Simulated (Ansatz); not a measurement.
## Migration of H in SiC

Level of theory: Ansatz, DFT PBE, scalar-relativistic, plane waves, PAW. (420 eV cutoff, 2×2×2 k-mesh, Gaussian smearing of 0.02 eV, collinear spin)

In a supercell of 32 host sites, interstitial H hops to an equivalent place, moving 2.54 Å between the relaxed ends. Climbing-image nudged elastic band at fixed cell with images 0 (start) to 6 (end), the path measured over all atoms, converged to 0.05 eV/Å; the order of the saddle wasn't checked, and the small cell leaves errors of about a tenth of an eV. Zero-point motion and tunnelling, which matter for H, are left out.

Command:

```bash
ansatz run input.yaml --threads 4 --pin off --max-ram 10240MiB --backend cpu --events-out ev --progress --plain --runs-dir out
```

Input:

```yaml
crystal:
  lattice:
    - [3.0919365181, -5.3553911431, 0.0]
    - [-6.1838730361, 0.0, 0.0]
    - [0.0, 0.0, -10.1485845747]
  atoms:
    - { symbol: Si, position: [0.166935382, 0.3338756325, 0.251295497] }
    - { symbol: Si, position: [0.1671113159, 0.3342275509, 0.7494429736] }
    - { symbol: Si, position: [0.6666714491, 0.3333477112, 0.2496520452] }
    - { symbol: Si, position: [0.6666655083, 0.3333359417, 0.7496470259] }
    - { symbol: Si, position: [0.1669464133, 0.8330633453, 0.2513108572] }
    - { symbol: Si, position: [0.167132482, 0.8328824879, 0.749429143] }
    - { symbol: Si, position: [0.666112043, 0.8330633327, 0.2513109131] }
    - { symbol: Si, position: [0.6657449632, 0.8328824242, 0.7494290646] }
    - { symbol: Si, position: [0.3306903568, 0.1653376731, 0.0008828968] }
    - { symbol: Si, position: [0.3333972329, 0.1667254034, 0.5001207745] }
    - { symbol: Si, position: [0.8346424048, 0.1653377003, 0.0008828887] }
    - { symbol: Si, position: [0.8333234546, 0.1667253865, 0.5001207719] }
    - { symbol: Si, position: [0.3333303641, 0.6666654979, 0.0011760619] }
    - { symbol: Si, position: [0.3333344917, 0.6666739005, 0.5004274513] }
    - { symbol: Si, position: [0.8346484585, 0.6693017809, 0.0008861013] }
    - { symbol: Si, position: [0.8333315539, 0.6666678355, 0.5001160923] }
    - { symbol: C, position: [0.1682093964, 0.3364237474, 0.064236983] }
    - { symbol: C, position: [0.1667287527, 0.3334621926, 0.5618959281] }
    - { symbol: C, position: [0.6666595596, 0.333324064, 0.061717283] }
    - { symbol: C, position: [0.6666973384, 0.333399264, 0.5617761518] }
    - { symbol: C, position: [0.1682116373, 0.8317688794, 0.0642576917] }
    - { symbol: C, position: [0.1667527961, 0.8333077165, 0.5618824773] }
    - { symbol: C, position: [0.6635524061, 0.8317689315, 0.0642577487] }
    - { symbol: C, position: [0.666550032, 0.8333076127, 0.5618823949] }
    - { symbol: C, position: [0.3335499317, 0.1667840252, 0.3123792255] }
    - { symbol: C, position: [0.3339736373, 0.1669780816, 0.8111180876] }
    - { symbol: C, position: [0.8332292879, 0.1667840039, 0.3123792501] }
    - { symbol: C, position: [0.8329994536, 0.1669780008, 0.8111180782] }
    - { symbol: C, position: [0.3333142148, 0.6666335134, 0.3134377483] }
    - { symbol: C, position: [0.3333256958, 0.6666563789, 0.8124052458] }
    - { symbol: C, position: [0.8332399538, 0.6664847296, 0.3123801615] }
    - { symbol: C, position: [0.8330212179, 0.666047501, 0.8111082627] }
    - { symbol: H, position: [-0.0001119834, -0.0002188904, 0.9234119341], spin: 0.43 }
basis:
  ecutwfc: 420
  xc_grid: 2
kpoints:
  mp_grid: { grid: [2, 2, 2], shift: [0.0, 0.0, 0.0] }
hamiltonian:
  xc: pbe
scf:
  occupations: { method: gaussian, width: 0.02 }
output:
  forces: true
magnetization:
  spin_polarized: true
neb:
  images: 5
  f_tol: 0.05
  max_iterations: 70
  order_check: false
  final_atoms:
    - { symbol: Si, position: [0.1653526837, 0.3306903568, 0.2508828968] }
    - { symbol: Si, position: [0.1666718296, 0.3333972329, 0.7501207745] }
    - { symbol: Si, position: [0.6666648663, 0.3333303641, 0.2511760619] }
    - { symbol: Si, position: [0.6666605913, 0.3333344917, 0.7504274513] }
    - { symbol: Si, position: [0.1653466776, 0.8346484585, 0.2508861013] }
    - { symbol: Si, position: [0.1666637184, 0.8333315539, 0.7501160923] }
    - { symbol: Si, position: [0.6693047045, 0.8346424048, 0.2508828887] }
    - { symbol: Si, position: [0.6665980682, 0.8333234546, 0.7501207719] }
    - { symbol: Si, position: [0.3342499941, 0.167132482, -0.000570857] }
    - { symbol: Si, position: [0.3338830679, 0.1669464133, 0.5013108572] }
    - { symbol: Si, position: [0.832883765, 0.1671113159, -0.0005570264] }
    - { symbol: Si, position: [0.8330597495, 0.166935382, 0.501295497] }
    - { symbol: Si, position: [0.3333295665, 0.6666655083, -0.0003529741] }
    - { symbol: Si, position: [0.333323738, 0.6666714491, 0.4996520452] }
    - { symbol: Si, position: [0.8328625389, 0.6657449632, -0.0005709354] }
    - { symbol: Si, position: [0.8330487103, 0.666112043, 0.5013109131] }
    - { symbol: C, position: [0.1669955557, 0.3339736373, 0.0611180876] }
    - { symbol: C, position: [0.1667659066, 0.3335499317, 0.5623792255] }
    - { symbol: C, position: [0.6666693169, 0.3333256958, 0.0624052458] }
    - { symbol: C, position: [0.6666807015, 0.3333142148, 0.5634377483] }
    - { symbol: C, position: [0.1669737169, 0.8330212179, 0.0611082627] }
    - { symbol: C, position: [0.1667552242, 0.8332399538, 0.5623801615] }
    - { symbol: C, position: [0.6660214528, 0.8329994536, 0.0611180782] }
    - { symbol: C, position: [0.666445284, 0.8332292879, 0.5623792501] }
    - { symbol: C, position: [0.336442758, 0.1682116373, 0.3142576917] }
    - { symbol: C, position: [0.3334450797, 0.1667527961, 0.8118824773] }
    - { symbol: C, position: [0.8317856489, 0.1682093964, 0.314236983] }
    - { symbol: C, position: [0.8332665601, 0.1667287527, 0.8118959281] }
    - { symbol: C, position: [0.3333354956, 0.6666595596, 0.311717283] }
    - { symbol: C, position: [0.3332980744, 0.6666973384, 0.8117761518] }
    - { symbol: C, position: [0.8317834746, 0.6635524061, 0.3142577487] }
    - { symbol: C, position: [0.8332424193, 0.666550032, 0.8118823949] }
    - { symbol: H, position: [0.0001069069, -0.0001119834, 1.1734119341] }
```

Course of the band:

```tsv
iteration	largest band force (eV/Å)	climbing image	energies over image 0 (eV)
1	0.575	none	0.000 0.083 0.321 0.672 0.577 0.203 0.000
2	0.739	3	0.000 0.067 0.288 0.643 0.551 0.190 0.000
3	0.227	3	0.000 0.082 0.366 0.697 0.448 0.152 0.000
4	0.145	3	0.000 0.079 0.353 0.683 0.462 0.157 0.000
5	0.078	3	0.000 0.080 0.359 0.680 0.452 0.153 0.000
6	0.075	3	0.000 0.081 0.361 0.679 0.448 0.151 0.000
7	0.022	3	0.000 0.081 0.359 0.679 0.449 0.151 0.000
```

Final band:

```tsv
image	path (Å)	E − E(0) (eV)	H x (Å)	H y (Å)	H z (Å)	force on H (eV/Å)
0	0.00	0.000	0.001	0.001	-9.371	0.00
1	0.47	0.081	0.012	-0.006	-9.846	0.35
2	0.94	0.359	0.052	-0.027	-10.320	0.79
3	1.41	0.679	0.085	-0.049	-10.793	0.00
4	1.78	0.449	0.091	-0.018	-11.165	0.89
5	2.16	0.151	0.080	-0.003	-11.541	0.60
6	2.53	0.000	0.001	-0.001	-11.908	0.00
```

Barrier 0.68 eV. It took 8 min on 4 threads of Intel(R) Xeon(R) Platinum 8259CL CPU @ 2.50GHz (Skylake/Cascade Lake), on a shared host, peak memory 2.6 GiB.